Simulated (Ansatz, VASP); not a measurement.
## One calculation of ZnAu, two programs

```
Zn Au
1.0
     3.14700    0.00000    0.00000
     0.00000    3.14700    0.00000
     0.00000    0.00000    3.14700
Zn Au
1 1
Cartesian
  1.5735 1.5735 1.5735
  0.0000 0.0000 0.0000
```

Alike in both runs: task single point; functional revPBE; k mesh 10 × 10 × 10; occupations fermi-dirac, width 0.1 eV; no spin polarisation.

|  | VASP | Ansatz |
| --- | --- | --- |
| version | VASP 6.6.1 | Ansatz 0.2.0 |
| potentials or method | VASP PAW PBE potentials, release 64 (Zn, Au) | plane waves, PAW |
| plane-wave cutoff (eV) | 520 | 612 |
| valence electrons in the cell | 23 | 31 |

|  | VASP | Ansatz | Ansatz less VASP |
| --- | --- | --- | --- |
| pressure (GPa) | 7.7 | 7.5 | -0.19 |

The two sets of potentials don't hold the same shells in valence. Ansatz warned: «stress_scf_threshold_loose».

Caveats: the PAW data sets were made with another functional, which shifts forces and pressure a little (VASP). Spin-orbit coupling is left out, which matters for the levels of Au.
